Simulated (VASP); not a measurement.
# Results of a VASP single-point calculation on BaTiO3 (strained cubic perovskite)

POSCAR

```
Ba Ti O
 1.0000000000000000
     4.0340374855999999    0.0000000000000000    0.0000000000000000
     0.0000000000000000    4.0340374855999999    0.0000000000000000
     0.0000000000000000    0.0000000000000000    4.0340374855999999
 Ba  Ti  O
   1   1   3
Cartesian
  0.0000000000000000  0.0000000000000000  0.0000000000000000
  2.0170187427999999  2.0170187427999999  2.0170187427999999
  2.0170187427999999  2.0170187427999999  0.0000000000000000
  2.0170187427999999  0.0000000000000000  2.0170187427999999
  0.0000000000000000  2.0170187427999999  2.0170187427999999
```

* gap between bands v and c: 2.08 eV
* least direct gap: 2.25 eV

Band v is the last that the valence electrons fill when counted band by band, and c is the next. Levels in eV from the top of v:

| point | v−1 | v | c | c+1 |
| --- | --- | --- | --- | --- |
| Γ | -0.18 | -0.18 | 2.08 | 2.08 |
| X | -0.75 | -0.75 | 2.22 | 3.72 |
| M | -0.90 | -0.09 | 3.73 | 3.73 |
| R | 0.00 | 0.00 | 4.39 | 4.39 |

Q: Which of these levels of theory gave these results?
A. PBE
B. r²SCAN
C. LDA
D. HSE06
E. PBEsol
F. PBE with spin–orbit coupling
G. PBE0

A: B.

The INCAR was:

```
NELM = 120
ISMEAR = 0
LASPH = .TRUE.
LWAVE = .FALSE.
SIGMA = 0.01
LELF = .TRUE.
METAGGA = R2SCAN
ALGO = Normal
NBANDS = 28
IBRION = -1
ISIF = 2
PREC = Accurate
LREAL = .FALSE.
ENCUT = 520
LCHARG = .TRUE.
NSW = 0
EDIFF = 1E-7
```
